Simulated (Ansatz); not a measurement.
Si3N4 under strain — electrostatic potentials at the N nuclei

Cell: a structure deposited in the COD, relaxed with PBE at fixed cell and then changed (z stretched by 3 %, ions relaxed).

```
CELL_PARAMETERS angstrom
7.59500 0.00000 0.00000
-3.79750 6.57746 0.00000
0.00000 0.00000 2.98937
ATOMIC_POSITIONS crystal
Si 0.76930 0.17413 0.32563
Si 0.59517 0.76930 0.82563
Si 0.82587 0.59517 0.32563
Si 0.23070 0.82587 0.82563
Si 0.40483 0.23070 0.32563
Si 0.17413 0.40483 0.82563
N 0.03273 0.32989 0.32563
N 0.70284 0.03273 0.82563
N 0.67011 0.70284 0.32563
N 0.96727 0.67011 0.82563
N 0.29716 0.96727 0.32563
N 0.32989 0.29716 0.82563
N 0.33333 0.66667 0.82563
N 0.66667 0.33333 0.32563
```

Atom numbers follow the list; atoms alike are taken as one site, whose name carries the number of the first.

Method: Kohn–Sham DFT in Ansatz, PBE, plane waves and PAW, scalar-relativistic, 420 eV cutoff, Γ-centred 4×4×10 k-points, Fermi–Dirac smearing 0.02 eV.

The potential at a nucleus is that of all electrons and the other nuclei. A higher potential binds the core electrons more strongly, so differences between sites of one element are the initial-state part of core-level shifts.

(1) Rank the N sites by the potential at the nucleus, lowest first, and give each against the lowest.
A. atom 7: 3 Si at 1.74–1.76 Å
B. atom 13: 3 Si at 1.74 Å

Answers

(1) B (0.00 V), A (0.48 V).
